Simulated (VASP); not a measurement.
# AgCl in VASP: one cell, several levels of theory, part 2 of 2

The system is AgCl built on the CsCl prototype, a generated structure that needn't be the ground state.

VASP 6.6.1, plane waves, PAW.

## 3. r2SCAN at this geometry

INCAR reads:

```
ENCUT = 520.000000
SIGMA = 0.010000
EDIFF = 1.00e-07
ALGO = Normal
METAGGA = R2SCAN
PREC = Accurate
IBRION = -1
ISIF = 2
ISMEAR = 0
NBANDS = 16
NELM = 120
NSW = 0
LASPH = .TRUE.
LCHARG = .FALSE.
LWAVE = .FALSE.
LREAL = .FALSE.
```

KPOINTS reads:

```
KPOINTS created by Atomic Simulation Environment
0
Gamma
8 8 8
0 0 0
```

KPOINTS_OPT reads:

```
special points
5
Reciprocal
0.0000000000 0.0000000000 0.0000000000 1
0.0000000000 0.5000000000 0.0000000000 1
0.5000000000 0.5000000000 0.0000000000 1
0.5000000000 0.5000000000 0.5000000000 1
0.0000000000 0.0000000000 0.5000000000 1
```

POSCAR reads:

```
Ag Cl
 1.0000000000000000
     3.3995495613000002    0.0039615194000000    0.0039615194000000
     0.0039615194000000    3.3995495613000002    0.0039615194000000
     0.0039615194000000    0.0039615194000000    3.3995495613000002
 Ag  Cl
   1   1
Cartesian
  0.0000000000000000  0.0000000000000000  0.0000000000000000
  1.7037363000499994  1.7037363000499997  1.7037363000499999
```

Launch:

```
$ mpirun -np 1 vasp_std
```

Printed to the terminal (iteration lines stand in OSZICAR):

```text
POSCAR found type information on POSCAR AgCl
 POSCAR found :  2 types and       2 ions
 -----------------------------------------------------------------------------
|                                                                             |
|                                                                             |
|     You enforced a specific xc type in the INCAR file but a different       |
|     I HOPE YOU KNOW WHAT YOU ARE DOING!                                     |
|                                                                             |
 -----------------------------------------------------------------------------

 LDA part: xc-table for (None), standard interpolation
 POSCAR, INCAR and KPOINTS ok, starting setup
 FFT: planning ... GRIDC
 FFT: planning ... GRID_SOFT
 FFT: planning ... GRID
 WAVECAR not read
 entering main loop
 Start KPOINTS_OPT (optional k-point list driver)
k-point batch [1-5\5]
```

OSZICAR:

```text
N       E                     dE             d eps       ncg     rms          rms(c)
DAV:   1     0.752343887841E+02    0.75234E+02   -0.88196E+03  2080   0.105E+03
DAV:   2    -0.298398150927E+02   -0.10507E+03   -0.96557E+02  2632   0.231E+02
DAV:   3    -0.334167904586E+02   -0.35770E+01   -0.35679E+01  2504   0.449E+01
DAV:   4    -0.334404367386E+02   -0.23646E-01   -0.23645E-01  2704   0.394E+00
DAV:   5    -0.334407639899E+02   -0.32725E-03   -0.32725E-03  2536   0.461E-01    0.632E+00
DAV:   6    -0.284783112876E+02    0.49625E+01   -0.35659E+00  2088   0.220E+01    0.582E+00
DAV:   7    -0.284130464071E+02    0.65265E-01   -0.22224E-01  2216   0.441E+00    0.370E+00
DAV:   8    -0.283992933220E+02    0.13753E-01   -0.10040E-01  2432   0.352E+00    0.764E-01
DAV:   9    -0.284004717166E+02   -0.11784E-02   -0.46629E-03  2544   0.790E-01    0.292E-01
DAV:  10    -0.284001731813E+02    0.29854E-03   -0.95158E-04  2584   0.324E-01    0.121E-01
DAV:  11    -0.284001900947E+02   -0.16913E-04   -0.70667E-04  2408   0.223E-01    0.742E-02
DAV:  12    -0.284001546579E+02    0.35437E-04   -0.15537E-04  2184   0.144E-01    0.124E-02
DAV:  13    -0.284001566309E+02   -0.19731E-05   -0.37322E-06  2624   0.170E-02    0.709E-03
DAV:  14    -0.284001558463E+02    0.78461E-06   -0.81131E-07  2512   0.108E-02    0.197E-03
DAV:  15    -0.284001556432E+02    0.20317E-06   -0.86727E-08  1472   0.262E-03    0.635E-04
DAV:  16    -0.284001556602E+02   -0.17041E-07   -0.14808E-08  1224   0.152E-03
   1 F= -.28400156E+02 E0= -.28400156E+02  d E =-.273740E-95
       N       E                     dE             ncg
DAV:   1     0.202243669668E+04   -0.19403E+04      160
DAV:   2     0.147513310924E+04   -0.54730E+03      208
DAV:   3     0.145837066148E+04   -0.16762E+02      192
DAV:   4     0.145827845811E+04   -0.92203E-01      200
DAV:   5     0.145827708445E+04   -0.13737E-02      216
DAV:   6     0.145827705549E+04   -0.28958E-04      216
DAV:   7     0.145827705477E+04   -0.71831E-06      200
DAV:   8     0.145827705476E+04   -0.16581E-07      176
```

OUTCAR, selected sections:

```text
k-points           NKPTS =     65   k-points in BZ     NKDIM =     65   number of bands    NBANDS=     16

   NELECT =      18.0000    total number of electrons

   dimension x,y,z NGX =    28 NGY =   28 NGZ =   28
   dimension x,y,z NGXF=    56 NGYF=   56 NGZF=   56

  energy-cutoff  :      520.00
  volume of cell :       39.29
      direct lattice vectors                 reciprocal lattice vectors
     3.399549561  0.003961519  0.003961519     0.294157415 -0.000342385 -0.000342385
     0.003961519  3.399549561  0.003961519    -0.000342385  0.294157415 -0.000342385
     0.003961519  0.003961519  3.399549561    -0.000342385 -0.000342385  0.294157415

 k-points in reciprocal lattice and weights: KPOINTS created by Atomic Simulation Env
   0.00000000  0.00000000  0.00000000       0.002
   0.12500000  0.00000000  0.00000000       0.012
   0.25000000  0.00000000  0.00000000       0.012
   0.37500000  0.00000000  0.00000000       0.012
   0.50000000  0.00000000  0.00000000       0.006
   0.12500000  0.12500000  0.00000000       0.012
   0.25000000  0.12500000  0.00000000       0.023
   0.37500000  0.12500000  0.00000000       0.023
[... 57 more k-points ...]

 E-fermi :   4.1178

 k-point     1 :       0.0000    0.0000    0.0000
  band No.  band energies     occupation
      1     -11.4077      2.00000
      2       1.1498      2.00000
      3       1.1498      2.00000
      4       2.1317      2.00000
      5       2.1317      2.00000
      6       2.1349      2.00000
      7       2.2991      2.00000
      8       2.2991      2.00000
      9       2.3148      2.00000
     10       5.1492      0.00000
     11      13.9377      0.00000
     12      13.9377      0.00000
     13      18.8046      0.00000
     14      18.8587      0.00000
     15      18.8587      0.00000
     16      21.1541      0.00000

 k-point     2 :       0.1250    0.0000    0.0000
  band No.  band energies     occupation
      1     -11.3408      2.00000
      2       0.9011      2.00000
      3       1.1714      2.00000
      4       1.6881      2.00000
      5       1.6992      2.00000
      6       1.9500      2.00000
      7       2.1407      2.00000
      8       2.8028      2.00000
      9       2.8031      2.00000
     10       5.8459      0.00000
     11      13.9329      0.00000
     12      14.0249      0.00000
     13      17.7472      0.00000
     14      17.7600      0.00000
     15      18.3609      0.00000
     16      21.0904      0.00000

 k-point     3 :       0.2500    0.0000    0.0000
  band No.  band energies     occupation
      1     -11.1708      2.00000
      2      -0.0803      2.00000
      3       1.2241      2.00000
      4       1.2814      2.00000
      5       1.2965      2.00000
      6       2.0466      2.00000
      7       2.1600      2.00000
      8       3.3593      2.00000
      9       3.3666      2.00000
     10       7.0623      0.00000
     11      13.3728      0.00000
     12      13.9201      0.00000
     13      16.1969      0.00000
     14      16.2001      0.00000
     15      18.6818      0.00000
     16      20.9368      0.00000

 k-point     4 :       0.3750    0.0000    0.0000
  band No.  band energies     occupation
      1     -10.9874      2.00000
      2      -0.9657      2.00000
      3       1.0194      2.00000
      4       1.0376      2.00000
      5       1.2787      2.00000
      6       2.1793      2.00000
      7       2.3583      2.00000
      8       3.7902      2.00000
      9       3.8036      2.00000
     10       8.3620      0.00000
     11      11.7011      0.00000
     12      13.9050      0.00000
     13      15.0686      0.00000
     14      15.0789      0.00000
     15      20.7858      0.00000
     16      20.8213      0.00000

 k-point     5 :       0.5000    0.0000    0.0000
  band No.  band energies     occupation
      1     -10.9069      2.00000
      2      -1.3000      2.00000
      3       0.9295      2.00000
      4       0.9485      2.00000
      5       1.3013      2.00000
      6       2.1874      2.00000
      7       2.5042      2.00000
      8       3.9571      2.00000
      9       3.9730      2.00000
     10       9.5992      0.00000
     11      10.2138      0.00000
     12      13.8979      0.00000
     13      14.6587      0.00000
     14      14.6711      0.00000
     15      20.7004      0.00000
     16      20.7241      0.00000

 k-point     6 :       0.1250    0.1250    0.0000
  band No.  band energies     occupation
      1     -11.2767      2.00000
      2       0.8539      2.00000
      3       0.9823      2.00000
      4       1.4202      2.00000
      5       1.5754      2.00000
      6       2.0880      2.00000
      7       2.3117      2.00000
      8       2.4856      2.00000
      9       3.0243      2.00000
     10       6.4610      0.00000
     11      13.9588      0.00000
     12      14.1631      0.00000
     13      16.3252      0.00000
     14      17.3146      0.00000
     15      18.9517      0.00000
     16      20.3451      0.00000

 k-point     7 :       0.2500    0.1250    0.0000
  band No.  band energies     occupation
      1     -11.1140      2.00000
      2      -0.0159      2.00000
      3       0.9713      2.00000
      4       1.3149      2.00000
      5       1.3956      2.00000
      6       2.0869      2.00000
      7       2.1566      2.00000
      8       2.9145      2.00000
      9       3.4141      2.00000
     10       7.5485      0.00000
     11      13.1996      0.00000
     12      14.1745      0.00000
     13      15.5281      0.00000
     14      16.2596      0.00000
     15      19.1627      0.00000
     16      20.1006      0.00000

 k-point     8 :       0.3750    0.1250    0.0000
  band No.  band energies     occupation
      1     -10.9389      2.00000
      2      -0.8306      2.00000
      3       0.9002      2.00000
      4       1.1069      2.00000
      5       1.3598      2.00000
      6       2.1178      2.00000
      7       2.3607      2.00000
      8       3.3146      2.00000
      9       3.7340      2.00000
     10       8.6549      0.00000
     11      11.5241      0.00000
     12      14.2502      0.00000
     13      14.9869      0.00000
     14      15.3408      0.00000
     15      20.1585      0.00000
     16      20.8581      0.00000

[... the tables of k-points 9 to 65 left out ...]

  Total       -0.0790316     -0.0790316     -0.0790316      0.0061123      0.0061123      0.0061123
  in kB       -3.2229153     -3.2229153     -3.2229153      0.2492585      0.2492585      0.2492585
  external PRESSURE =      -3.2229153 kB  Pullay stress =       0.0000000 kB

 POSITION                                       TOTAL-FORCE (eV/Angst)
 -----------------------------------------------------------------------------------
      0.00000      0.00000      0.00000         0.000000      0.000000      0.000000
      1.70374      1.70374      1.70374        -0.000000     -0.000000      0.000000
 -----------------------------------------------------------------------------------
    total drift:                               -0.000000      0.000000      0.000000

  FREE ENERGIE OF THE ION-ELECTRON SYSTEM (eV)
  ---------------------------------------------------
  free  energy   TOTEN  =       -28.4001556602 eV

  energy  without entropy=      -28.4001556602  energy(sigma->0) =      -28.40015566
```

It took 2.1 min on 1 MPI rank of Intel Xeon Platinum 8488C, shared host; peak memory 0.21 GiB.

The levels at the points of KPOINTS_OPT are read from vasprun.xml.

Levels at the named points, in eV from the top of band v (v: the last filled band by count, c: the next):

| point | v−1 | v | c | c+1 |
| --- | --- | --- | --- | --- |
| Γ | -1.67 | -1.66 | 1.18 | 9.96 |
| X | -0.02 | 0.00 | 5.63 | 6.24 |
| M | -1.53 | -1.01 | 3.27 | 9.81 |
| R | -0.17 | -0.17 | 5.26 | 5.29 |

Gap with r2SCAN: 1.18 eV, valence top at X, conduction bottom at Γ. Least direct gap: 2.83 eV. The pressure is -0.32 GPa; the forces vanish within 0.01 eV/Å.

## 4. What came out

What follows sums up all 2 parts.

```
 level  gap (eV)  pressure (GPa)
   PBE      0.58            1.26
r2SCAN      1.18           -0.32
```

The gap spans 0.58 eV (PBE) to 1.18 eV (r2SCAN). The pressure is highest with PBE (1.3 GPa) and lowest with r2SCAN (-0.3 GPa), which orders the cells that they would relax to.
